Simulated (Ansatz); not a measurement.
**CoSi₂: a film clamped to a substrate**

Theory: DFT PBE, scalar-relativistic, plane waves, PAW in Ansatz 0.2.0. Cutoff 420 eV, Γ-centred 16×16×16 k-points, Gaussian smearing of 0.15 eV. No spin polarisation. A magnetic state may lie lower. Energies are free energies at this smearing, counted from the undisturbed cell; pressure is positive in compression.

Reference structure (relaxed at this level):

```
Co Si
1.0
     0.00000    2.67994    2.67994
     2.67994    0.00000    2.67994
     2.67994    2.67994    0.00000
Co Si
1 2
Direct
  0.00000 0.00000 0.00000
  0.25000 0.25000 0.25000
  0.75000 0.75000 0.75000
```

The cell (3 atoms, V0 = 38.50 Å³) is strained by p along both x and y and by q along z, fractional coordinates fixed. τp = (1/V0) ∂E/∂p = (σxx + σyy)(1 + p)(1 + q) and τq = (1/V0) ∂E/∂q = σzz(1 + p)², with tension positive.

```csv
p,q,ΔE (meV/atom),τp (GPa),τq (GPa)
0.000,0.000,0.00,-0.01,0.00
-0.025,0.000,20.82,-21.53,-8.14
0.025,0.000,18.09,17.45,6.85
0.000,-0.025,6.37,-7.78,-6.58
0.000,0.025,5.59,7.18,5.41
```

Task: Get the second derivatives of the energy density.

Result: Central differences give A = ∂τp/∂p = 780 GPa (C11 + C22 + 2 C12), C = ∂τq/∂q = 240 GPa (C33) and the cross term B = ∂τq/∂p = 300 GPa (C13 + C23); ∂τp/∂q = 299 GPa must equal B, and any difference shows higher-order terms. The ions are clamped. In a cubic crystal C11 = C = 240, C12 = B/2 = 150 GPa and A should be 2(C11 + C12) = 779 GPa; the bulk modulus is (C11 + 2 C12)/3 = 180 GPa.

Task: A film of this crystal grows with z along the normal on a substrate that imposes p. How does its thickness respond, and what does the misfit cost?

Result: Count p and q from the stress-free cell. A free surface needs τq = 0, so q = −(B/C) p = -1.25 p. The energy density left is (A − B²/C) p²/2 = M p², with the biaxial modulus M = 202 GPa; a misfit of 1 % costs 1.62 meV/atom, against 3.12 meV/atom if the thickness were held.

In a metal these slopes depend on the k mesh and the smearing.